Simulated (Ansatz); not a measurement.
The system is Co.

```
Co
1.0
     2.47200    0.00000    0.00000
    -1.23600    2.14081    0.00000
     0.00000    0.00000    4.02114
Co
2
Direct
  0.66667 0.33333 0.75000
  0.33333 0.66667 0.25000
```

Base run:

| Item | Value |
| --- | --- |
| Program | Ansatz 0.2.0 |
| Functional | PBEsol |
| Potentials or basis | Ansatz PAW |
| Cutoff | 420 eV (not typed: the program's choice for these potentials) |
| k mesh | 12 × 12 × 7 |
| Occupations | fermi-dirac, width 0.05 eV |
| Spin | no spin polarisation |

Its results: band gap on the k mesh none (metal or under the smearing width); pressure -17.4 GPa.

Question: The run is repeated on the same cell with these changes: spin from no spin polarisation to collinear spin, ferrimagnetic start. What comes out?

Answer: Band gap on the k mesh none (metal or under the smearing width); pressure -5.8 GPa; net moment 3.20 μB per cell; site moments Co +1.66 μB.

Caveats: the PAW data sets come from PBE, with cores solved anew for the run's functional, which leaves a small shift of forces and pressure; the starting moments weren't kept (some runs).
